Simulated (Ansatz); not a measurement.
Computed with DFT PBE, scalar-relativistic, plane waves, PAW in Ansatz 0.2.0. Settings: cutoff 420 eV, Γ-centred meshes spaced at most about 0.3 Å⁻¹, and about 0.25 Å⁻¹ or finer for metals (2π included), Gaussian smearing. No spin polarisation.

These are static total energies at zero pressure.

Two relaxed structures of TeMo5:

A. Space group P6/mmm (No. 191), hexagonal, a = 5.118 Å, c = 4.803 Å. Te has 6 Mo at 2.95 Å and 12 Mo at 3.51 Å; Mo on a site of symmetry mmm has 4 Mo at 2.56 Å and 4 Mo at 2.82 Å; Mo on a site of symmetry -6m2 is surrounded by 9 Mo at 2.82–2.95 Å and 3 Te at 2.95 Å.

B. Space group F-43m (No. 216), cubic, a = 7.444 Å. Te has 16 Mo at 3.08–3.22 Å; around Mo on a site of symmetry 3m lie 6 Mo at 2.62–2.65 Å, 3 Te at 3.08 Å and 3 Mo at 3.09 Å; Mo on a site of symmetry -43m is surrounded by 12 Mo at 3.09 Å and 4 Te at 3.22 Å.

Question: Which is lower in energy, and by how much?

Answer: B is lower, by 89 meV/atom. A has the CaCu5 type, space group P6/mmm (No. 191), 18.2 Å³/atom and no gap on its mesh; B has space group F-43m (No. 216), 17.2 Å³/atom and no gap. Counting Mo atoms around Te (those within 1.25 times the shortest such distance or 1.15 times the sum of covalent radii; a plus sign parts nearer from farther groups), A has Te 6+12 and B has Te 16. The denser one is the lower, and pressure would at first widen the difference. Even the lower one lies +0.54 eV/atom against the reference forms of the elements (uncorrected), so neither is stable at this level. Both come from invented guesses. Shaken at random and relaxed again, A falls into a cell with Te and Mo ordered on bcc sites, space group Cmmm (No. 65), 0.40 eV/atom lower and the lowest form computed, so it is a saddle point or a shallow minimum.

These runs have no spin–orbit coupling, which can matter for Te. Cells without such a test can be saddle points. Some structure types and database cells were kept out of the candidates from the start, so a known form may be missing.
